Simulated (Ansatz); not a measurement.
# HfC (wurtzite): how the settings move a single-point run

Aim: see which settings change the result for HfC (wurtzite), by how much, and at what cost.

Program: Ansatz 0.2.0. Level of theory: reference: DFT PBE, scalar-relativistic, plane waves, PAW. These are calculated values, not measurements.

3 further runs of the same task are left out: 1 that didn't finish, 2 set aside as unsound or not needed. Runs told in other sessions of the task aren't counted.

### 1 The system as given

The structure is hexagonal, space group P6_3mc (No. 186). Conventional cell: a = 3.851 Å, b = 3.851 Å, c = 4.643 Å, α = 90.00°, β = 90.00°, γ = 120.00°. Around Hf (site symmetry 3m) lie 5 C at 2.22 to 2.36 Å. Around C (site symmetry 3m) lie 5 Hf at 2.22 to 2.36 Å.

Coordinates:

```
Hf C
1.0
     3.85144    0.00000    0.00000
    -1.92572    3.33545    0.00000
     0.00000    0.00000    4.64309
Hf C
2 2
Direct
  0.66667 0.33333 0.06659
  0.33333 0.66667 0.56659
  0.66667 0.33333 0.55861
  0.33333 0.66667 0.05861
```

### 2 Reference

File input.yaml:

```yaml
crystal:
  lattice:
    - [3.8514406728, 0.0, 0.0]
    - [-1.9257203364, 3.3354454638, 0.0]
    - [0.0, 0.0, 4.6430899925]
  atoms:
    - { symbol: Hf, position: [0.6666666667, 0.3333333333, 0.0665890361] }
    - { symbol: Hf, position: [0.3333333333, 0.6666666667, 0.5665890361] }
    - { symbol: C, position: [0.6666666667, 0.3333333333, 0.5586109639] }
    - { symbol: C, position: [0.3333333333, 0.6666666667, 0.0586109639] }
basis:
  ecutwfc: 420
  ecutrho_ratio: 4
kpoints:
  mp_grid: { grid: [12, 12, 6] }
  band_path:
    path:
      - [[0.0, 0.0, 0.0], [0.5, 0.0, 0.0], [0.33333333, 0.33333333, 0.0], [0.0, 0.0, 0.0], [0.0, 0.0, 0.5], [0.5, 0.0, 0.5], [0.33333333, 0.33333333, 0.5], [0.0, 0.0, 0.5]]
      - [[0.5, 0.0, 0.5], [0.5, 0.0, 0.0]]
      - [[0.33333333, 0.33333333, 0.5], [0.33333333, 0.33333333, 0.0]]
    npoints: 14
hamiltonian:
  xc: pbe
scf:
  occupations: { method: gaussian, width: 0.05 }
  n_extra_bands: 17
output:
  forces: true
  stress: true
  eigenvalues: true
  populations: true
  dos: { projected: true, de: 0.02, nscf_kmesh: { grid: [18, 18, 9] } }
  bader: true
  write_density: true
  write_potential: true
  elf: true
  volumetric_format: npy
```

On the command line:

```sh
ansatz run input.yaml --threads 2 --pin off --max-ram 2662MiB --backend cpu --events-out ev --progress --plain --runs-dir out
```

### 3 Changed: dr2_threshold 1.0e-08

File input.yaml:

```yaml
crystal:
  lattice:
    - [3.851440672792, 0.0, 0.0]
    - [-1.925720336396, 3.335445463807, 0.0]
    - [0.0, 0.0, 4.6430899925]
  atoms:
    - { symbol: Hf, position: [0.6666666666667, 0.3333333333333, 0.0665890361] }
    - { symbol: Hf, position: [0.3333333333333, 0.6666666666667, 0.5665890361] }
    - { symbol: C, position: [0.6666666666667, 0.3333333333333, 0.5586109639] }
    - { symbol: C, position: [0.3333333333333, 0.6666666666667, 0.0586109639] }
basis:
  ecutwfc: 420
  ecutrho_ratio: 4
kpoints:
  mp_grid: { grid: [12, 12, 6] }
hamiltonian:
  xc: pbe
scf:
  occupations: { method: gaussian, width: 0.05 }
  convergence: { dr2_threshold: 1.0e-08 }
output:
  forces: true
  stress: true
```

Q: Predict the outcome of this session. Wanted: for each run, ending; energy change; pressure; gap; force.

**Answer**, as computed:

```
                     run     ending  energy change  pressure (GPa)  gap (eV)  force (eV/Å)  cycles   time
               reference  converged              0             0.0      0.00          0.00       7   49 s
1: dr2_threshold 1.0e-08  converged   0.0 meV/atom             0.0      0.00          0.00       7  5.7 s
```

Times don't compare one to one where runs were asked for different outputs or read a saved state (see the inputs); cycles may leave out searches for a lower state.

Residual by cycle in the longest SCF loop of each run; runs are numbered as in the table. The quantity is the density residual dr2, in eV.

```
cycle  reference    run 1
    1    0.00509  0.00503
    2    0.00128  0.00132
    3     8.0e-5   8.7e-5
    4     7.3e-6   7.5e-6
    5     1.1e-6   1.3e-6
    6     1.2e-7   1.7e-7
    7     5.2e-9   8.6e-9
```

What this shows: Energy and cycle count are those of the reference, so the change (convergence setting) left the result and the number of cycles as they were.
